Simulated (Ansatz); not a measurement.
The following input was run with Ansatz 0.2.0.

```yaml
crystal:
  lattice:
    - [-2.24, 2.24, 2.24]
    - [2.24, -2.24, 2.24]
    - [2.24, 2.24, -2.24]
  atoms:
    - { symbol: Ca, position: [0.0, 0.0, 0.0] }
basis:
  ecutwfc: 420
kpoints:
  mp_grid: { grid: [14, 14, 14] }
hamiltonian:
  xc: pbe
scf:
  occupations: { method: gaussian, width: 0.1 }
output:
  forces: true
  stress: true
  eigenvalues: true
relax:
  adjacent_minimum: "off"
  f_tol: 0.005
  max_steps: 80
  cell: { stress_tol: 0.05 }
```

Command:
```bash
ansatz run input.yaml --threads 1 --pin off --max-ram 2560MiB --backend cpu --events-out ev --progress --plain --runs-dir out
```

These are results of DFT PBE, scalar-relativistic, plane waves, PAW in Ansatz, not measurements.

Part of what the program printed, abridged:

```
Pseudopotentials: kind: paw
Pseudopotential: Ca, paw, valence charge 10, recommended cutoff 420 eV (normal)
Functional definition: PBE
Crystal: 1 atom, lattice volume = 44.958 Å³
Basis set: ecut = 420 eV, 935 PW (Γ), exchange–correlation on 54×54×54 points (8 copies of the dense FFT grid, shifted against one another)
Bands: 9, of which v1, the nominal top of the filled ones, is band 5 counted from 1 (4 counted from 0)
Symmetry: 48 space group operations
Space group: Im-3m (ITA 229), of the structure as read, at distance tolerance 3.6e-5 Å
k-points: 104 of 2744
Initial density: superposition of atomic densities (neutral atoms: chi_scale 0, normalization atom), corrected by the library's trained network
Initial wavefunctions: pseudopotential atomic-orbital guess
Functional: x = pbe(κ = 0.804, μ = 0.21951497), c = pbe(β = 0.06672455)
SCF iter   1: F=—  HF=-1816.838237 eV  |F-HF|=—  |Δ(HF+E_count)|=         —  Δρ=1.01e-3  dr2=6.74e-4  ethr=1.77e-3  ⟨swp⟩=6.0  Hψ=7689  notcnv=0
SCF iter   2: F=—  HF=-1816.838333 eV  |F-HF|=—  |Δ(HF+E_count)|=   9.65e-5  Δρ=5.69e-4  dr2=2.15e-4  ethr=6.74e-6  ⟨swp⟩=2.5  Hψ=2197  notcnv=0
SCF iter   3: F=—  HF=-1816.838329 eV  |F-HF|=—  |Δ(HF+E_count)|=   4.22e-6  Δρ=1.58e-4  dr2=1.96e-5  ethr=2.15e-6  ⟨swp⟩=2.6  Hψ=1470  notcnv=0
SCF iter   4: F=—  HF=-1816.838330 eV  |F-HF|=—  |Δ(HF+E_count)|=   4.79e-7  Δρ=3.53e-5  dr2=2.59e-7  ethr=1.96e-7  ⟨swp⟩=2.0  Hψ=1143  notcnv=0
SCF iter   5: F=-1816.838330 eV  HF=-1816.838330 eV  |F-HF|=2.25e-9  |Δ(HF+E_count)|=   3.26e-7  Δρ=6.74e-6  dr2=3.65e-8  ethr=2.59e-9  ⟨swp⟩=2.0  Hψ=1482  notcnv=0
SCF iter   6: F=-1816.838330 eV  HF=-1816.838330 eV  |F-HF|=1.96e-10  |Δ(HF+E_count)|=   2.39e-9  Δρ=5.87e-7  dr2=6.86e-11  ethr=3.65e-10  ⟨swp⟩=2.1  Hψ=3124  notcnv=0
SCF 1 converged in 6 iterations: F = -1816.838330 eV  dr2 = 6.86e-11
relax step   1: F+E_penalty+E_count = -1816.83832985 eV  Δ(F+E_penalty+E_count) = +0.000e0 eV  max|allowed force component| = 0.000e0 eV/Å  Δτ_max = 0.0000 Å  P = -0.972 GPa  Ω = 44.958 Å³  (6 SCF iters, dr2 threshold 1.00e-7 eV, accepted)
Crystal: 1 atom, lattice volume = 43.851 Å³
Basis set: ecut = 420 eV, 887 PW (Γ), exchange–correlation on 54×54×54 points (8 copies of the dense FFT grid, shifted against one another)
Initial density: handed on by an earlier stage of this run
Initial wavefunctions: those handed on with the density
SCF iter   1: F=—  HF=-1816.843896 eV  |F-HF|=—  |Δ(HF+E_count)|=         —  Δρ=3.05e-4  dr2=6.41e-5  ethr=6.28e-7  ⟨swp⟩=2.1  Hψ=8148  notcnv=0
SCF iter   2: F=—  HF=-1816.843890 eV  |F-HF|=—  |Δ(HF+E_count)|=   6.74e-6  Δρ=2.06e-4  dr2=2.73e-5  ethr=6.28e-7  ⟨swp⟩=1.2  Hψ=961  notcnv=0
SCF iter   3: F=—  HF=-1816.843887 eV  |F-HF|=—  |Δ(HF+E_count)|=   3.00e-6  Δρ=3.37e-5  dr2=6.39e-7  ethr=2.73e-7  ⟨swp⟩=2.9  Hψ=1405  notcnv=0
SCF iter   4: F=-1816.843887 eV  HF=-1816.843887 eV  |F-HF|=1.16e-8  |Δ(HF+E_count)|=   8.68e-8  Δρ=5.49e-6  dr2=9.19e-9  ethr=1.00e-9  ⟨swp⟩=5.2  Hψ=4830  notcnv=0
SCF 2 converged in 4 iterations: F = -1816.843887 eV  dr2 = 9.19e-9
relax step   2: F+E_penalty+E_count = -1816.84388682 eV  Δ(F+E_penalty+E_count) = -5.557e-3 eV  max|allowed force component| = 0.000e0 eV/Å  Δτ_max = 0.0000 Å  P = -0.619 GPa  Ω = 43.851 Å³  energy of the carried Pulay correction = +4.353e-5 eV  (4 SCF iters, dr2 threshold 1.00e-7 eV, accepted)
Crystal: 1 atom, lattice volume = 42.042 Å³
Basis set: ecut = 420 eV, 791 PW (Γ), exchange–correlation on 54×54×54 points (8 copies of the dense FFT grid, shifted against one another)
SCF iter   1: F=—  HF=-1816.847363 eV  |F-HF|=—  |Δ(HF+E_count)|=         —  Δρ=5.63e-4  dr2=2.02e-4  ethr=1.88e-6  ⟨swp⟩=2.0  Hψ=8383  notcnv=0
SCF iter   2: F=—  HF=-1816.847338 eV  |F-HF|=—  |Δ(HF+E_count)|=   2.49e-5  Δρ=3.79e-4  dr2=8.53e-5  ethr=1.88e-6  ⟨swp⟩=1.2  Hψ=968  notcnv=0
SCF iter   3: F=—  HF=-1816.847330 eV  |F-HF|=—  |Δ(HF+E_count)|=   8.10e-6  Δρ=6.06e-5  dr2=2.07e-6  ethr=8.53e-7  ⟨swp⟩=2.8  Hψ=1399  notcnv=0
SCF iter   4: F=-1816.847330 eV  HF=-1816.847330 eV  |F-HF|=3.70e-8  |Δ(HF+E_count)|=   2.86e-7  Δρ=9.95e-6  dr2=2.71e-8  ethr=1.00e-9  ⟨swp⟩=3.0  Hψ=3546  notcnv=0
SCF 3 converged in 4 iterations: F = -1816.847330 eV  dr2 = 2.71e-8
relax step   3: F+E_penalty+E_count = -1816.84733032 eV  Δ(F+E_penalty+E_count) = -3.443e-3 eV  max|allowed force component| = 0.000e0 eV/Å  Δτ_max = 0.0000 Å  P = +0.039 GPa  Ω = 42.042 Å³  energy of the carried Pulay correction = +1.171e-4 eV  (4 SCF iters, dr2 threshold 1.00e-7 eV, accepted)
Initial wavefunctions: pseudopotential atomic-orbital guess (no wavefunctions were taken with the density)
SCF iter   1: F=—  HF=-1816.847219 eV  |F-HF|=—  |Δ(HF+E_count)|=         —  Δρ=6.40e-5  dr2=2.46e-7  ethr=2.52e-8  ⟨swp⟩=3.2  Hψ=10739  notcnv=0
SCF iter   2: F=—  HF=-1816.847219 eV  |F-HF|=—  |Δ(HF+E_count)|=   2.50e-7  Δρ=3.26e-5  dr2=6.69e-8  ethr=2.46e-9  ⟨swp⟩=1.0  Hψ=943  notcnv=0
SCF iter   3: F=—  HF=-1816.847219 eV  |F-HF|=—  |Δ(HF+E_count)|=   5.97e-8  Δρ=1.68e-6  dr2=1.53e-9  ethr=6.69e-10  ⟨swp⟩=2.5  Hψ=1113  notcnv=0
SCF iter   4: F=—  HF=-1816.847219 eV  |F-HF|=—  |Δ(HF+E_count)|=  4.35e-10  Δρ=6.50e-7  dr2=2.49e-10  ethr=1.53e-11  ⟨swp⟩=1.3  Hψ=969  notcnv=0
SCF iter   5: F=-1816.847219 eV  HF=-1816.847219 eV  |F-HF|=9.09e-13  |Δ(HF+E_count)|=  2.68e-11  Δρ=7.15e-8  dr2=2.77e-12  ethr=1.00e-12  ⟨swp⟩=4.0  Hψ=3838  notcnv=0
SCF 4 converged in 5 iterations: F = -1816.847219 eV  dr2 = 2.77e-12
SCF converged after 5 iterations
Free energy (F): -1816.847219 eV
Harris-Foulkes:  -1816.847219 eV  (|F-HF|=9.09e-13)
Internal energy: -1816.838680 eV  (E = F + TS)
E sigma→0 (E₀):  -1816.842949 eV
Entropy (-TS):   -0.008539 eV (-8.539 meV/atom)
Fermi energy:    5.029943 eV
--- Per-component energies (eV) ---
  E_band       = -174.863373
  E_kinetic    = 275.578945
  E_local      = -847.462082  (includes V_loc(G=0)·N_el)
  E_nonlocal   = 63.663080
  E_hartree    = 283.611464
  E_xc         = -135.904403
  E_vxc        = -169.397075  (∫ρ·V_xc dr)
  E_paw        = -858.244429  (= ΣΔE_a)
  E_vpaw       = -64.469130  (= ΣTr[D̂ρ^β])
  E_aug_tail   = -0.000006  (compensation charges beyond the density's cutoff)
  E_ewald      = -598.081249
  E_smearing   = -0.008539  (= −TS)
--- Forces (eV/Å), atoms counted from 1 ---
  atom   1  Ca     0.00000000     0.00000000     0.00000000
--- Stress (GPa, compression-positive) ---
        0.037746       0.000000       0.000000
        0.000000       0.037746       0.000000
        0.000000       0.000000       0.037746
  P = ⅓ Tr σ = 0.0377 GPa (0.377 kbar)
--- Band table (eV; the first three rows and the last of 104) ---
  k-point 0: bands = ["-37.0432", "-17.9575", "-17.9575", "-17.9575", "0.9462", "7.3169", "7.3169", "7.3169", "8.3735"]
  k-point 1: bands = ["-37.0425", "-17.9646", "-17.9599", "-17.9575", "1.0388", "7.2587", "7.2819", "7.3867", "8.3033"]
  k-point 2: bands = ["-37.0404", "-17.9846", "-17.9665", "-17.9574", "1.3118", "7.1034", "7.1258", "7.5923", "8.1870"]
  k-point 103: bands = ["-37.0167", "-18.0597", "-18.0597", "-18.0597", "5.0640", "5.0640", "8.9541", "8.9541", "8.9541"]
--- Relaxed structure (3 steps of the walk, 3 accepted, 1 SCFs on fresh bases) ---
  F+E_penalty+E_count = -1816.84721903 eV   max|allowed force component| = 0.000e0 eV/Å   (the final SCF, on the basis selected at the relaxed cell)
  cell:  # Å, volume = 42.0421 Å³
    - [-2.19049132, 2.19049132, 2.19049132]
    - [2.19049132, -2.19049132, 2.19049132]
    - [2.19049132, 2.19049132, -2.19049132]
  atoms:
    - { symbol: Ca, position: [0.0, 0.0, 0.0] }
```

The relaxation met its thresholds.

The run took 8.3 s on 1 thread of Arm Neoverse V2 (shared host), peak memory 0.34 GiB.